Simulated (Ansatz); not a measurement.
Spinel MgAl2O4 was calculated with PBE (Ansatz, a first-principles code, PAW).

Run with plane-wave cutoff 520 eV, 8×8×8 k mesh, Fermi–Dirac smearing 0.01 eV, scalar-relativistic PAW data made under PBE.

Energies at three volumes about the minimum:

```csv
V (Å³/atom),E − E_lowest (meV/atom)
9.539,2.29
9.733,0.00
9.928,2.12
```

Problem. Fit a parabola by hand: where is the minimum, what lattice constant follows, and what is the bulk modulus?

Solution. Slopes: (0.00 − 2.29)/(9.733 − 9.539) = -11.804 and (2.12 − 0.00)/(9.928 − 9.733) = 10.872 meV/Å³. Curvature E″ = 2 × (10.872 − (-11.804))/(9.928 − 9.539) = 116.586 meV/Å⁶. From the middle of the first interval, the slope vanishes at V0 = 9.6360 − (-11.804)/116.586 = 9.737 Å³/atom. B = V0 E″ = 9.737 × 116.586 meV/Å³ × 0.1602 GPa per meV/Å³ = 182 GPa. With 56 atoms in the cube, a = (56 × 9.737)^(1/3) = 8.170 Å. The full Birch–Murnaghan fit to all volumes gives V0 = 9.734 Å³/atom and B0 = 181 GPa.

Shape and atoms are relaxed at each volume.

Measured, for comparison: bulk modulus 195 GPa (300 K, copied from a table, unchecked, not corrected to a static lattice; as tabulated in BurnMan's mineral tables); lattice constant a 8.074 Å (0 K, fit to 77–300 K taken to 0 K; as tabulated in Grimes and Al-Ajaj (1992), doi:10.1088/0953-8984/4/30/004). Computed (rounded) less measured: bulk modulus not scored (unchecked).

Note: the bulk modulus comes from volumes at which shape and atoms were relaxed.
